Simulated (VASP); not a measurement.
# Sn (Immm) in VASP: further runs

One crystal, Sn, is run at these levels: PBE; tasks: single point.

Everything below comes from runs of VASP 6.6.1. Logs are shortened: lines on timing, memory, paths and dates and some standing lists are left out, and cuts for length are marked.

**1. Starting point**

It takes space group Immm (No. 71, orthorhombic). The conventional cell has a = 3.453 Å, b = 3.551 Å, c = 4.677 Å, α = 90.00°, β = 90.00°, γ = 90.00°. Sn (site symmetry mmm) is surrounded by 12 Sn at 3.41 to 3.55 Å.

This isn't the form of Sn at room conditions, which is tetragonal (white tin).

**2. Single point, PBE**

File INCAR:

```
SYSTEM = Sn
ADDGRID = .FALSE.
ALGO = Normal
EDIFF = 0.001
ENCUT = 450
GGA = PE
ISIF = 2
ISMEAR = 1
LASPH = .TRUE.
LCHARG = .FALSE.
LREAL = .FALSE.
LWAVE = .FALSE.
NELM = 100
PREC = Accurate
SIGMA = 0.2
```

File KPOINTS:

```
k-points
0
G
  12 12 12
  0 0 0
```

File POSCAR:

```
Sn
1.0
   -1.6810770000      1.7214010000      2.3373330000
    1.7271670000     -1.7623000000      2.4024190000
    1.7145940000      1.7948920000     -2.3683880000
Sn
1
Direct
    0.0245380000     -0.0183670000      0.0024320000
```

Potentials or basis: VASP PAW PBE potentials, release 64 (Sn).

Launch:

```console
cat potpaw_PBE.64/Sn/POTCAR > POTCAR
mpirun -np 1 vasp_std > vasp.out
```

OUTCAR:

```text
SYSTEM = Sn
   EDIFF = 0.001
   ENCUT = 450
   GGA = PE
   ISIF = 2
   ISMEAR = 1
   LASPH = .TRUE.
   LREAL = .FALSE.
   NELM = 100
   PREC = Accurate

 Found    868 irreducible k-points:

 Following reciprocal coordinates:
            Coordinates               Weight
  0.000000  0.000000  0.000000      1.000000
  0.083333  0.000000  0.000000      2.000000
  0.166667  0.000000  0.000000      2.000000
  0.250000  0.000000  0.000000      2.000000
  0.333333  0.000000  0.000000      2.000000
  0.416667  0.000000  0.000000      2.000000
   k-points           NKPTS =    868   k-points in BZ     NKDIM =    868   number of bands    NBANDS=      6
   number of dos      NEDOS =    301   number of ions     NIONS =      1
   total plane-waves  NPLWV =  13824
   dimension x,y,z NGX =    24 NGY =   24 NGZ =   24
   dimension x,y,z NGXF=    48 NGYF=   48 NGZF=   48
   ions per type =               1
   NGX,Y,Z   is equivalent  to a cutoff of  11.89, 11.59, 11.63 a.u.
   NGXF,Y,Z  is equivalent  to a cutoff of  23.79, 23.17, 23.26 a.u.
 SYSTEM =  Sn
   PREC   = accura    normal or accurate (medium, high low for compatibility)
   ISTART =      0    job   : 0-new  1-cont  2-samecut
   ICHARG =      2    charge: 1-file 2-atom 10-const
   ISPIN  =      1    spin polarized calculation?
   LNONCOLLINEAR =      F non collinear calculations
   LSORBIT =      F    spin-orbit coupling
   LASPH  =      T    aspherical Exc in radial PAW
   ENCUT  =  450.0 eV  33.07 Ry    5.75 a.u.   5.80  5.96  5.93*2*pi/ulx,y,z
   NELM   =    100;   NELMIN=  2; NELMDL= -5     # of ELM steps
   EDIFF  = 0.1E-02   stopping-criterion for ELM
   LREAL  =      F    real-space projection
   EDIFFG = 0.1E-01   stopping-criterion for IOM
   NSW    =      0    number of steps for IOM
   IBRION =     -1    ionic relax: 0-MD 1-quasi-New 2-CG
   NFREE  =      0    steps in history (QN), initial steepest desc. (CG)
   ISIF   =      2    stress and relaxation
   ISYM   =      2    0-nonsym 1-usesym 2-fastsym
   POTIM  = 0.5000    time-step for ionic-motion
   TEBEG  =    0.0;   TEEND  =   0.0 temperature during run
   PSTRESS=    0.0 pullay stress
   NELECT =       4.0000    total number of electrons
   NUPDOWN=      -1.0000    fix difference up-down
   EMIN   =  10.00;   EMAX   =-10.00  energy-range for DOS
   EFERMI =   0.00;   METHOD = LEGACY
   ISMEAR =     1;   SIGMA  =   0.20  broadening in eV -4-tet -1-fermi 0-gaus
   EFERMI_NEDOS =   21; number of points for ismear=-14 and -15
   IALGO  =     38    algorithm
   IMIX   =      4    mixing-type and parameters
     AMIX     =   0.40;   BMIX     =  1.00
     AMIX_MAG =   1.60;   BMIX_MAG =  1.00
  volume/ion in A,a.u.               =      28.67       193.50
  Fermi-wavevector in a.u.,A,eV,Ry     =   0.849055  1.604482  9.808370  0.720895
  Thomas-Fermi vector in A             =   1.964816
   LORBIT       =      0    0 simple, 1 ext, 2 COOP (PROOUT), +10 PAW based schemes
   GGA     = PE    functional components
   LHFCALC =     F    Hartree Fock is set to
   AEXX    =    0.0000 exact exchange contribution
   IVDW    =     0    specifies the selected vdW correction
   LEPSILON=     F    determine dielectric tensor
   LRPA    =     F    only Hartree local field effects (RPA)
 non-spin polarized calculation
 Methfessel and Paxton  Order N= 1 SIGMA  =   0.20
  energy-cutoff  :      450.00
  volume of cell :       28.67
 maximum number of plane-waves:       636
   NGX = 11   NGY = 11   NGZ = 11

 number of electron       4.0000000 magnetization

 Free energy of the ion-electron system (eV)
  ---------------------------------------------------
  ext. energy  EPLUGINS =         0.00000000
  ---------------------------------------------------
  free energy    TOTEN  =        -3.76457822 eV

  energy without entropy =       -3.76389973  energy(sigma->0) =       -3.76435205

 E-fermi :   4.9324     XC(G=0):  -9.9661

 val. band max:        4.9308178065   @ k =   0.2500  -0.1667   0.3333
 cond. band min:       4.9418103378   @ k =  -0.2500  -0.1667   0.4167
 fundamental gap:      0.0109925313
 Fermi energy:         4.9324369560

 k-point     1 :       0.0000    0.0000    0.0000
  band No.  band energies     occupation
      1      -5.8268      2.00000
      2      11.8339      0.00000
      3      12.2028      0.00000
      4      12.5654      0.00000
      5      15.5974      0.00000
      6      15.7598      0.00000

 k-point     2 :       0.0833    0.0000    0.0000
  band No.  band energies     occupation
      1      -5.6894      2.00000
      2      10.8760      0.00000
      3      11.7143      0.00000
      4      12.2081      0.00000
      5      14.8649      0.00000
      6      16.1489      0.00000

 k-point     3 :       0.1667    0.0000    0.0000
  band No.  band energies     occupation
      1      -5.2776      2.00000
      2       8.3926     -0.00000
      3      11.3962      0.00000
      4      11.6471      0.00000
      5      14.4552      0.00000
      6      16.7791      0.00000

 k-point     4 :       0.2500    0.0000    0.0000
  band No.  band energies     occupation
      1      -4.5949      2.00000
      2       5.8820     -0.00000
      3      11.0372      0.00000
      4      11.1077      0.00000
      5      14.2322      0.00000
      6      16.1834      0.00000

 k-point     5 :       0.3333    0.0000    0.0000
  band No.  band energies     occupation
      1      -3.6563      2.00000
      2       3.5792      2.00000
      3      10.5866      0.00000
      4      10.8420      0.00000
      5      14.1880      0.00000
      6      15.5098      0.00000

 k-point     6 :       0.4167    0.0000    0.0000
  band No.  band energies     occupation
      1      -2.5341      2.00000
      2       1.6210      2.00000
      3      10.2844      0.00000
      4      10.6945      0.00000
      5      14.3101      0.00000
      6      15.0785      0.00000

 [... further k-points ...]

------------------------ aborting loop because EDIFF is reached ----------------------------------------

  FORCE on cell =-STRESS in cart. coord.  units (eV):
  Direction    XX          YY          ZZ          XY          YZ          ZX
  --------------------------------------------------------------------------------------
  -------------------------------------------------------------------------------------
  Total       -0.1980089     -0.2364307     -0.2856764      0.0351462     -0.0503787      0.0295161
  in kB      -11.0641653    -13.2110642    -15.9627743      1.9638666     -2.8150150      1.6492724
  external PRESSURE =     -13.4126680 kB  Pullay stress =       0.0000000 kB

 VOLUME and BASIS-vectors are now :
 -----------------------------------------------------------------------------
  energy-cutoff  :      450.00
  volume of cell :       28.67
      direct lattice vectors                 reciprocal lattice vectors
    -1.681077000  1.721401000  2.337333000    -0.004822354  0.286321943  0.213499049
     1.727167000 -1.762300000  2.402419000     0.288499269 -0.000911461  0.208168231
     1.714594000  1.794892000 -2.368388000     0.287885548  0.281643047 -0.000369160

 POSITION                                       TOTAL-FORCE (eV/Angst)
 -----------------------------------------------------------------------------------
      1.65836     -1.68333      2.40989         0.000000      0.000000      0.000000
 -----------------------------------------------------------------------------------
    total drift:                               -0.000000      0.000000      0.000000

  FREE ENERGIE OF THE ION-ELECTRON SYSTEM (eV)
  ---------------------------------------------------
  free  energy   TOTEN  =        -3.7645782156 eV

  energy  without entropy=       -3.7638997327  energy(sigma->0) =       -3.76435205
```

stdout:

```text
POSCAR found type information on POSCAR Sn
 POSCAR found :  1 types and       1 ions
 scaLAPACK will be used
 LDA part: xc-table for (Slater+PW92), standard interpolation
 POSCAR, INCAR and KPOINTS ok, starting setup
 FFT: planning ... GRIDC
 FFT: planning ... GRID_SOFT
 FFT: planning ... GRID
 WAVECAR not read
 entering main loop
```

Run time: 28 s. Hardware: 1 thread of Intel Xeon 6975P-C (Granite Rapids), shared host; peak memory 0.25 GiB.

These settings aren't checked as converged: the numbers below hold their error.

Results:

- Free energy: -3.7646 eV
- Pressure: -1.3 GPa
- Band gap on the k mesh: none (metal or under the smearing width)

**3. Single point, PBE**

Changes to INCAR since step 2:

```diff
@@ -3,3 +3,3 @@
 ALGO = Normal
-EDIFF = 0.001
+EDIFF = 1E-4
 ENCUT = 450
```

KPOINTS is that of step 2.

File POSCAR:

```
Sn
1.0
   -1.7265390000      1.7755470000      2.3383420000
    1.7265390000     -1.7755470000      2.3383420000
    1.7265390000      1.7755470000     -2.3383420000
Sn
1
Direct
    0.0000000000      0.0000000000      0.0000000000
```

Potentials or basis: VASP PAW PBE potentials, release 64 (Sn).

Launch:

```console
cat potpaw_PBE.64/Sn/POTCAR > POTCAR
mpirun -np 1 vasp_std > vasp.out
```

Run time: 13 s. Hardware: 1 thread of Intel Xeon 6975P-C (Granite Rapids), shared host; peak memory 0.16 GiB.

The run converged, but some of its settings lie outside the range that counts as converged, so its numbers aren't taken as properties of the crystal.

What came out:

```
Free energy            : -3.7642 eV
Pressure               : -1.3 GPa
Band gap on the k mesh : none (metal or under the smearing width)
```

**4. Single point, PBE**

INCAR is that of step 3.

KPOINTS is that of step 3.

File POSCAR:

```
Sn
1.0
   -1.6810770000      1.7214010000      2.3373330000
    1.7271670000     -1.7623000000      2.4024190000
    1.7145940000      1.7948920000     -2.3683880000
Sn
1
Direct
    0.0245380000     -0.0183670000      0.0024320000
```

Launch:

```console
cat potpaw_PBE.64/Sn/POTCAR > POTCAR
mpirun -np 1 vasp_std > vasp.out
```

It took 21 s on 1 thread of Intel Xeon 6975P-C (Granite Rapids), shared host; peak memory 0.25 GiB.

These settings aren't checked as converged: the numbers below hold their error.

Results:

| Property | Result |
| --- | --- |
| Free energy | -3.7646 eV |
| Pressure | -1.3 GPa |
| Band gap on the k mesh | none (metal or under the smearing width) |

**5. Single point, PBE**

Changes to INCAR since step 4:

```diff
@@ -3,3 +3,3 @@
 ALGO = Normal
-EDIFF = 1E-4
+EDIFF = 1E-5
 ENCUT = 450
```

KPOINTS is that of step 4.

File POSCAR:

```
Sn
1.0
   -1.7265390000      1.7755470000      2.3383420000
    1.7265390000     -1.7755470000      2.3383420000
    1.7265390000      1.7755470000     -2.3383420000
Sn
1
Direct
    0.0000000000      0.0000000000      0.0000000000
```

Potentials or basis: VASP PAW PBE potentials, release 64 (Sn).

Launch:

```console
cat potpaw_PBE.64/Sn/POTCAR > POTCAR
mpirun -np 1 vasp_std > vasp.out
```

OUTCAR:

```text
SYSTEM = Sn
   EDIFF = 1E-5
   ENCUT = 450
   GGA = PE
   ISIF = 2
   ISMEAR = 1
   LASPH = .TRUE.
   LREAL = .FALSE.
   NELM = 100
   PREC = Accurate

 Found    280 irreducible k-points:

 Following reciprocal coordinates:
            Coordinates               Weight
  0.000000  0.000000  0.000000      1.000000
  0.083333  0.000000 -0.000000      4.000000
  0.166667  0.000000 -0.000000      4.000000
  0.250000  0.000000 -0.000000      4.000000
  0.333333  0.000000  0.000000      4.000000
  0.416667  0.000000 -0.000000      4.000000
   k-points           NKPTS =    280   k-points in BZ     NKDIM =    280   number of bands    NBANDS=      6
   number of dos      NEDOS =    301   number of ions     NIONS =      1
   total plane-waves  NPLWV =  13824
   dimension x,y,z NGX =    24 NGY =   24 NGZ =   24
   dimension x,y,z NGXF=    48 NGYF=   48 NGZF=   48
   ions per type =               1
   NGX,Y,Z   is equivalent  to a cutoff of  11.71, 11.71, 11.71 a.u.
   NGXF,Y,Z  is equivalent  to a cutoff of  23.43, 23.43, 23.43 a.u.
 SYSTEM =  Sn
   PREC   = accura    normal or accurate (medium, high low for compatibility)
   ISTART =      0    job   : 0-new  1-cont  2-samecut
   ICHARG =      2    charge: 1-file 2-atom 10-const
   ISPIN  =      1    spin polarized calculation?
   LNONCOLLINEAR =      F non collinear calculations
   LSORBIT =      F    spin-orbit coupling
   LASPH  =      T    aspherical Exc in radial PAW
[... 57 lines left out ...]

 k-point     1 :       0.0000    0.0000    0.0000
  band No.  band energies     occupation
      1      -5.8264      2.00000
      2      11.9798      0.00000
      3      12.1202      0.00000
      4      12.5291      0.00000
      5      15.5905      0.00000
      6      15.8005      0.00000
[... 37 lines left out ...]
 k-point     6 :       0.4167    0.0000   -0.0000
  band No.  band energies     occupation
      1      -2.6323      2.00000
      2       1.5361      2.00000
      3      10.3020      0.00000
      4      10.9919      0.00000
      5      14.4292      0.00000
      6      15.1059      0.00000

 [... further k-points ...]

------------------------ aborting loop because EDIFF is reached ----------------------------------------

  FORCE on cell =-STRESS in cart. coord.  units (eV):
  Direction    XX          YY          ZZ          XY          YZ          ZX
  --------------------------------------------------------------------------------------
  -------------------------------------------------------------------------------------
  Total       -0.1401886     -0.2731618     -0.2882726      0.0000000      0.0000000      0.0000000
  in kB       -7.8333354    -15.2634918    -16.1078426      0.0000000      0.0000000      0.0000000
  external PRESSURE =     -13.0682233 kB  Pullay stress =       0.0000000 kB

 VOLUME and BASIS-vectors are now :
 -----------------------------------------------------------------------------
  energy-cutoff  :      450.00
  volume of cell :       28.67
      direct lattice vectors                 reciprocal lattice vectors
    -1.726539000  1.775547000  2.338342000     0.000000000  0.281603359  0.213826720
     1.726539000 -1.775547000  2.338342000     0.289596702  0.000000000  0.213826720
     1.726539000  1.775547000 -2.338342000     0.289596702  0.281603359  0.000000000

 POSITION                                       TOTAL-FORCE (eV/Angst)
 -----------------------------------------------------------------------------------
      0.00000      0.00000      0.00000        -0.000000      0.000000      0.000000
 -----------------------------------------------------------------------------------
    total drift:                               -0.000000     -0.000000     -0.000000

  FREE ENERGIE OF THE ION-ELECTRON SYSTEM (eV)
  ---------------------------------------------------
  free  energy   TOTEN  =        -3.7642153139 eV

  energy  without entropy=       -3.7631553839  energy(sigma->0) =       -3.76386200
```

OSZICAR:

```text
N       E                     dE             d eps       ncg     rms          rms(c)
DAV:   1     0.355953292851E+00    0.35595E+00   -0.13477E+03  3390   0.422E+02
DAV:   2    -0.373586597163E+01   -0.40918E+01   -0.39562E+01  4638   0.371E+01
DAV:   3    -0.377809566549E+01   -0.42230E-01   -0.41532E-01  3984   0.416E+00
DAV:   4    -0.377815487804E+01   -0.59213E-04   -0.59172E-04  4860   0.176E-01
DAV:   5    -0.377815496217E+01   -0.84127E-07   -0.83639E-07  4056   0.448E-03    0.129E+00
DAV:   6    -0.376969839920E+01    0.84566E-02   -0.22122E-03  4080   0.320E-01    0.757E-01
DAV:   7    -0.376413818877E+01    0.55602E-02   -0.62769E-03  3624   0.541E-01    0.536E-02
DAV:   8    -0.376421382640E+01   -0.75638E-04   -0.68674E-05  4734   0.661E-02    0.874E-03
DAV:   9    -0.376421531394E+01   -0.14875E-05   -0.25722E-06  2412   0.132E-02
   1 F= -.37642153E+01 E0= -.37638620E+01  d E =-.105993E-02
```

stdout:

```text
POSCAR found type information on POSCAR Sn
 POSCAR found :  1 types and       1 ions
 scaLAPACK will be used
 LDA part: xc-table for (Slater+PW92), standard interpolation
 POSCAR, INCAR and KPOINTS ok, starting setup
 FFT: planning ... GRIDC
 FFT: planning ... GRID_SOFT
 FFT: planning ... GRID
 WAVECAR not read
 entering main loop
```

It took 15 s on 1 thread of Intel Xeon 6975P-C (Granite Rapids), shared host; peak memory 0.17 GiB.

The run converged, but some of its settings lie outside the range that counts as converged, so its numbers aren't taken as properties of the crystal.

What came out:

```yaml
Free_energy: -3.7642 eV
Pressure: -1.3 GPa
Band_gap_on_the_k_mesh: none (metal or under the smearing width)
```

**6. For comparison**

An earlier run on the cell as given: functional PBE; potentials or basis VASP PAW PBE potentials, release 64 (Sn_d); cutoff 520 eV; k mesh 11 × 11 × 11; occupations fermi-dirac, width 0.05 eV; no spin polarisation.

- Pressure: -1.1 GPa
- Band gap on the k mesh: none (metal or under the smearing width)
